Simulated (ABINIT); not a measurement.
Crystal: C.

```
CELL_PARAMETERS angstrom
0.00000 1.78337 1.78337
1.78337 0.00000 1.78337
1.78337 1.78337 0.00000
ATOMIC_POSITIONS crystal
C 0.75000 0.75000 0.75000
C 0.50000 0.50000 0.50000
```

This isn't the form of C at room conditions, which is graphite.

Base run:

| Quantity | Value |
| --- | --- |
| Program | ABINIT 10.8.3 (patched build) |
| Functional | rPW86PBE |
| Potentials or basis | PseudoDojo NC SR PBE v0.4.1 standard |
| Cutoff | 1116 eV |
| k mesh | 13 × 13 × 13 |
| Occupations | fermi-dirac, width 0.05 eV |
| Spin | no spin polarisation |

Its results: band gap on the k mesh 4.45 eV, indirect (least direct gap 5.74 eV); pressure 13.8 GPa.

After a change of settings the same cell gave: band gap on the k mesh 4.23 eV, indirect (least direct gap 5.64 eV); pressure 3.0 GPa. Which change was it?
A. functional from rPW86PBE to PW91
B. functional from rPW86PBE to PW91; potentials or basis from PseudoDojo NC SR PBE v0.4.1 standard to JTH PAW PBE v2.0; cutoff from 1116 eV to 544 eV
C. functional from rPW86PBE to OLYP
D. functional from rPW86PBE to PBE; potentials or basis from PseudoDojo NC SR PBE v0.4.1 standard to JTH PAW PBE v2.0; cutoff from 1116 eV to 544 eV

A.

Caveats: the potentials were made for another functional, which shifts forces and pressure.

Not every run made on this cell is shown here.
